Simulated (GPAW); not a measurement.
**Al2O3: relaxation of cell and atoms with PBE+D3(BJ)**

The system is Al2O3.

```
CELL_PARAMETERS angstrom
2.88432 0.00000 0.00000
-1.44216 2.49790 0.00000
0.00000 0.00000 9.33675
ATOMIC_POSITIONS crystal
Al 0.00000 0.00000 0.85001
Al 0.00000 0.00000 0.14999
O 0.33333 0.66667 0.77768
O 0.66667 0.33333 0.00000
O 0.33333 0.66667 0.22232
```

Measurements of this composition are mostly on another form, of space group No. 167.

| Item | Value |
| --- | --- |
| Program | GPAW 26.7.0 |
| Task | relaxation of cell and atoms |
| Functional | PBE |
| Dispersion | D3(BJ) |
| Potentials or basis | GPAW PAW data sets (gpaw-data 1.2.1) |
| Cutoff | 800 eV |
| Basis | pw |
| k mesh | 8 × 8 × 3 |
| Occupations | fermi-dirac, width 0.05 eV |
| Spin | no spin polarisation |
| Maxiter | 150 |
| Optimizer | BFGS |
| Fmax | 0.02 eV/Å |
| Max steps | 60 |
| Convergence | density=1e-05 forces=0.0001 |

The relaxed volume is 10.45 Å³/atom and the relaxed cell is a = 2.876 Å, b = 2.876 Å, c = 7.296 Å, α = 90.00°, β = 90.00°, γ = 120.00°. The space group after relaxing (to 0.05 Å) is P-6m2 (No. 187). The energy gained by relaxing is 19.2 meV/atom. The ionic steps are 23, the pressure after relaxing is 0.0 GPa and the largest force after relaxing is 0.019 eV/Å. The band gap on the k mesh is 4.47 eV, indirect (least direct gap 4.58 eV) and the dispersion energy per atom is -0.193 eV.

Forces on the atoms (eV/Å):
```
Al   0.000  0.000 -0.019
Al   0.000  0.000  0.019
O    0.000  0.000  0.012
O    0.000  0.000  0.000
O    0.000  0.000 -0.012
```

Stress tensor (GPa, compression positive):
```
 0.05  0.00  0.00
 0.00  0.05  0.00
 0.00  0.00 -0.03
```

The path:
```csv
step,energy change (eV),largest force (eV/Å),pressure (GPa),volume (Å³)
1,0.0000,0.2401,-0.29,67.27
2,-0.0018,0.0875,-0.47,67.25
3,-0.0023,0.0190,-0.55,67.22
4,-0.0024,0.0343,-0.51,67.18
5,-0.0028,0.0682,-0.19,66.94
6,-0.0028,0.0498,0.01,66.81
7,-0.0029,0.0208,0.13,66.73
8,-0.0030,0.0341,0.19,66.66
9,-0.0032,0.0635,0.23,66.51
10,-0.0037,0.1281,0.21,66.22
11,-0.0050,0.2107,0.03,65.53
12,-0.0076,0.2842,-0.41,64.17
13,-0.0140,0.3618,-1.03,61.59
14,-0.0260,0.3972,-1.43,59.13
15,-0.0447,0.3997,-1.64,56.81
16,-0.0653,0.3888,-1.61,54.57
17,-0.0774,0.3790,-1.25,52.43
18,-0.0800,0.3380,-1.19,51.99
19,-0.0878,0.1810,-1.23,51.91
20,-0.0949,0.1141,-0.79,52.19
21,-0.0956,0.0821,-0.39,52.24
22,-0.0959,0.0481,-0.06,52.27
23,-0.0959,0.0188,0.02,52.27
```

Final structure:
```
Al O
1.0
     2.87630    0.00000    0.00000
    -1.43815    2.49095    0.00000
     0.00000    0.00000    7.29602
Al O
2 3
Direct
  0.00000 0.00000 0.80908
  0.00000 0.00000 0.19092
  0.33333 0.66667 0.71481
  0.66667 0.33333 0.00000
  0.33333 0.66667 0.28519
```

Levels at points of the mesh, in eV from the valence-band top:
```tsv
k point	band 10	band 11	band 12	band 13	band 14	band 15
(0.00, 0.00, 0.00)	-0.80	-0.80	-0.11	4.47	7.48	8.28
(0.50, 0.50, 0.00)	-1.28	-1.02	-0.85	7.50	8.68	8.85
```

Wall time 10 min on 1 thread of Arm Neoverse V1, with other jobs on the host, peak memory 0.34 GiB.

Caveat: later steps reuse the first step's grids; the volume moved by over 15 % at a fixed basis, so the end points are rough; an odd mesh through Γ misses points on the zone boundary, where band edges often lie.
